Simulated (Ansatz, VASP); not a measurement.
Two plane-wave programs on Ba

The input INCAR:

```
PREC = Accurate
ENCUT = 520
EDIFF = 1E-6
ISMEAR = 0
SIGMA = 0.15
LREAL = F
LASPH = T
NELM = 100
ALGO = Fast
ISIF = 2
LWAVE = F
LCHARG = T
GGA = PS
LELF = T
LVHAR = T
NBANDS = 11
```

KPOINTS

```
regular mesh
0
Gamma
  12 12 12
```

File POSCAR:

```
Ba
1.0
    3.9177175405      0.0000000000      0.0000000000
    0.0000000000      3.9177175405      0.0734572039
    0.0000000000      0.0734572039      3.9177175405
Ba
1
Direct
    0.0000000000      0.0000000000      0.0000000000
```

Input for Ansatz:

```yaml
crystal:
  lattice:
    - [3.9177175405, 0.0, 0.0]
    - [0.0, 3.9177175405, 0.0734572039]
    - [0.0, 0.0734572039, 3.9177175405]
  atoms:
    - { symbol: Ba, position: [0.0, 0.0, 0.0] }
basis:
  ecutwfc: 420
kpoints:
  mp_grid: { grid: [12, 12, 12] }
hamiltonian:
  xc: pbesol
scf:
  occupations: { method: gaussian, width: 0.15 }
output:
  forces: true
  stress: true
  eigenvalues: true
```

Change from the starting cell: strain +0.0375 x Voigt [0, 0, 0, 1, 0, 0], atoms carried along.

Alike in both runs: task single point; functional PBEsol; k mesh 12 × 12 × 12; occupations gaussian, width 0.15 eV; no spin polarisation.

|  | VASP | Ansatz |
| --- | --- | --- |
| version | VASP 6.6.1 | Ansatz 0.2.0 |
| potentials or method | VASP PAW PBE potentials, release 64 (Ba_sv) | scalar-relativistic, plane waves, PAW |
| plane-wave cutoff (eV) | 520 | 420 |
| valence electrons in the cell | 10 | 10 |

Ansatz gave:

- gap on the k mesh at the Fermi level (eV): none
- pressure (GPa): -0.6
- largest component of the traceless stress (GPa): 0.20

**Question.** Estimate VASP's values.

**Answer.** gap on the k mesh at the Fermi level (eV): none; pressure (GPa): -0.4; largest component of the traceless stress (GPa): 0.20.

A gap of «none» marks a metal or a gap that the smearing closes.

Caveats: the PAW data sets were made with another functional, which shifts forces and pressure a little (VASP). The runs have no spin-orbit coupling, so splittings on Ba are missing.
